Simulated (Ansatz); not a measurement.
Contact densities of SrO against volume

```xyz
2
Lattice="0.0000 2.5698 2.5698 2.5698 0.0000 2.5698 2.5698 2.5698 0.0000" Properties=species:S:1:pos:R:3 pbc="T T T"
Sr    0.0000    0.0000    0.0000
O     2.5698    2.5698    2.5698
```

Atom numbers follow the list: Sr1, O2.

The cell is COD entry 1100027, as deposited and not checked against the literature; nothing was relaxed. It is an old determination, and later ones may differ.

The calculation used DFT, PBE, all-electron PAW with datasets made for the crystal, scalar-relativistic in Ansatz 0.2.0.

Sampling and basis: a Γ-centred 8×8×8 k mesh, Fermi–Dirac smearing of 0.02 eV, cutoff 300 eV (chosen by the program for this cell), no spin polarisation.

The contact density is the mean electron density over the nuclear volume; its changes follow the s electrons' response to bonding and compression. Changes below are taken from the unscaled cell, where it is 401137 e/Å³ at Sr1, 2157.75 e/Å³ at O2.

Volumes at which the program chose other datasets or cutoffs are left out.

```
V/V(cell)  P (GPa)  Δρ(0) Sr1 (e/Å³)  Δρ(0) O2 (e/Å³)
   0.9800      5.0                 ?            -0.06
   0.9900      3.9                 ?            -0.03
   1.0000      2.9              0.00             0.00
   1.0100      2.0             -0.11             0.03
   1.0200      1.1                 ?             0.06
   1.0400     -0.6             -0.43             0.13
   1.0500     -1.4             -0.53             0.16
   1.0600     -2.1             -0.63             0.20
```

Question: Fill in "Δρ(0) Sr1 (e/Å³)" for the row "0.9900".

Answer: 0.12.

Question: Give the missing entry: row "1.0200", column "Δρ(0) Sr1 (e/Å³)".

Answer: -0.22.

Question: Give the missing entry: row "0.9800", column "Δρ(0) Sr1 (e/Å³)".

Answer: 0.23.

The datasets are made afresh for each cell, so very small changes are uncertain.
